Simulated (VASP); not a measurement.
Here is a VASP 6.6.1 calculation.

The input INCAR:

```
  PREC = Accurate
  ENCUT = 980
  EDIFF = 1E-7
  ISMEAR = -1
  SIGMA = 0.05
  LREAL = F
  LASPH = T
  NELM = 60
  ALGO = Fast
  ISIF = 3
  LWAVE = F
  LCHARG = F
  GGA = PE
  IBRION = 2
  NSW = 40
  EDIFFG = -0.02
```

KPOINTS

```
Automatic mesh
0
Gamma
  12 12 4
```

The input POSCAR:

```
C
1.0
    2.5221000000      0.0000000000      0.0000000000
   -1.2610500000      2.1842026709      0.0000000000
    0.0000000000      0.0000000000      8.2371000000
C
8
Direct
    0.6666666667      0.3333333333      0.8437500000
    0.3333333333      0.6666666667      0.3437500000
    0.6666666667      0.3333333333      0.6562500000
    0.3333333333      0.6666666667      0.1562500000
    0.0000000000      0.0000000000      0.9062500000
    0.0000000000      0.0000000000      0.4062500000
    0.0000000000      0.0000000000      0.5937500000
    0.0000000000      0.0000000000      0.0937500000
```

Potentials or basis: VASP PAW PBE potentials, release 64 (C_h).

The run is started by

```bash
$ cat potpaw_PBE.64/C_h/POTCAR > POTCAR
$ mpirun -np 1 vasp_std > vasp.out
```

Question: What does it give for the relaxed cell?

Answer: a = 2.518 Å, b = 2.518 Å, c = 8.303 Å, α = 90.00°, β = 90.00°, γ = 120.00°.

Question: What does it give for the space group after relaxing (to 0.05 Å)?

Answer: P6_3/mmc (No. 194).

Question: What does it give for the relaxed volume?

Answer: 5.70 Å³/atom.

Question: Predict the band gap on the k mesh.

Answer: 4.54 eV, indirect (least direct gap 5.30 eV).

The path:
```csv
step,energy change (eV),largest force (eV/Å),pressure (GPa),volume (Å³)
1,0.0000,0.3283,2.17,45.38
2,0.0125,0.4650,-2.43,45.88
3,-0.0204,0.0401,-0.01,45.59
4,-0.0204,0.0338,0.03,45.59
5,-0.0204,0.0360,-0.03,45.59
6,-0.0205,0.0035,0.00,45.59
```

A k mesh can miss the band edges. PBE usually gives volumes a little too large and moduli too small.
